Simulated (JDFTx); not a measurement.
Co in JDFTx: convergence with k mesh

Input of the first run (k mesh 2 × 2 × 1); the others differ in this setting and in those tied to it:

The input Co.in:

```
include Co.lattice
coords-type Lattice
include Co.ionpos

ion-species pseudo/Co.upf
elec-cutoff 40 320
elec-ex-corr gga-PBE
kpoint-folding 2 2 1
elec-smearing MP1 0.0018374661
elec-n-bands 26
spintype z-spin
initial-magnetic-moments Co 2 2
elec-initial-magnetization 4 no
electronic-SCF nIterations 100 energyDiffThreshold 1e-09
electronic-minimize nIterations 30 energyDiffThreshold 1e-7
converge-empty-states yes
forces-output-coords Cartesian

dump-name run.$VAR
dump End Ecomponents EigStats BandEigs Kpoints Forces Stress
```

File Co.lattice:

```
lattice \
    4.6714027971    -2.3357013986     0.0000000000 \
    0.0000000000     4.0455534936     0.0000000000 \
    0.0000000000     0.0000000000     7.5988610189
```

Contents of Co.ionpos:

```
ion Co     0.6666666667     0.3333333333     0.7500000000 1
ion Co     0.3333333333     0.6666666667     0.2500000000 1
```

Potentials or basis: SPMS-PBE-1.0 with smoothed tails.

Launch:

```console
$ jdftx -c 1 -i Co.in -o Co.out
```

Hardware: 1 thread of Intel(R) Xeon(R) Platinum 8488C (Sapphire Rapids), with other jobs on the host.

```csv
k mesh,"energy less the tightest run, at zero smearing (meV/atom)",pressure (GPa),absolute moment (μB),SCF cycles,CPU time (s),peak memory (GiB)
2 × 2 × 1,344.07,3.20,3.40,13,10,0.1
4 × 4 × 2,19.25,6.30,3.61,13,25,0.11
5 × 5 × 3,28.17,7.15,3.71,14,30,0.11
6 × 6 × 4,-14.51,3.86,3.47,13,54,0.13
8 × 8 × 5,-7.76,5.53,3.65,14,82,0.15
10 × 10 × 6,-2.53,5.36,3.61,13,140,0.24
12 × 12 × 7,0.58,4.66,3.54,14,190,0.31
14 × 14 × 8,0.00,3.51,3.43,13,290,0.46
```

Against the tightest run, the energy stays within 1 meV/atom from 12 × 12 × 7 on. Not settled before the last step: the pressure (to 0.1 GPa), the absolute moment (to 0.02 μB). Meshes of other sizes hit other points, so gaps and Fermi surfaces needn't settle smoothly. The tightest run that finished is the yardstick and may itself not be fully converged.
